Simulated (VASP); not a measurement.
Crystal: SnTe.

```
Te Sn
1.0
     3.90470    0.00000    0.00000
     0.00000    3.90470    0.00000
     0.00000    0.00000    3.90470
Te Sn
1 1
Direct
  0.50734 0.49044 0.44078
  0.99653 0.98642 0.98134
```

The cell comes from a database or a generator and needn't be the stable form of this composition.

The cell isn't the ideal one: atoms moved at random, drawn with an rms of 0.15 Å.

- Program: VASP 6.6.1
- Task: relaxation of the atoms
- Functional: r2SCAN
- Potentials or basis: VASP PAW PBE potentials, release 64 (Te, Sn_d)
- Cutoff: 520 eV
- k mesh: 5 × 5 × 5
- Occupations: gaussian, width 0.05 eV
- Spin: no spin polarisation

At the start: pressure -0.7 GPa; volume 29.77 Å³/atom.

**Question.** Where does the relaxation end?

**Answer.** Over 16 steps the energy falls by 38.1 meV/atom; space group P4mm (No. 99, to 0.05 Å).

Step by step:
```csv
step,energy change (eV),largest force (eV/Å),pressure (GPa)
1,0.0000,0.1567,-0.69
2,-0.0024,0.1583,-0.68
3,-0.0099,0.1643,-0.50
4,-0.0236,0.1280,-0.02
5,-0.0647,0.1966,2.39
6,0.0706,1.0634,6.98
7,-0.0715,0.0701,2.94
8,-0.0718,0.0596,3.09
9,-0.0734,0.0551,3.17
10,-0.0739,0.0678,3.24
11,-0.0753,0.0282,3.07
12,-0.0758,0.0159,2.97
13,-0.0758,0.0440,2.81
14,-0.0759,0.0315,2.87
15,-0.0762,0.0062,2.95
16,-0.0762,0.0014,2.97
```

Final structure:
```xyz
2
Lattice="3.9047 0.0000 0.0000 0.0000 3.9047 0.0000 0.0000 0.0000 3.9047" Properties=species:S:1:pos:R:3 pbc="T T T"
Te    1.9634    1.9059    1.5104
Sn    0.0041    3.8608    0.1378
```

Caveat: the PAW data sets were made with another functional, which shifts forces and pressure a little.
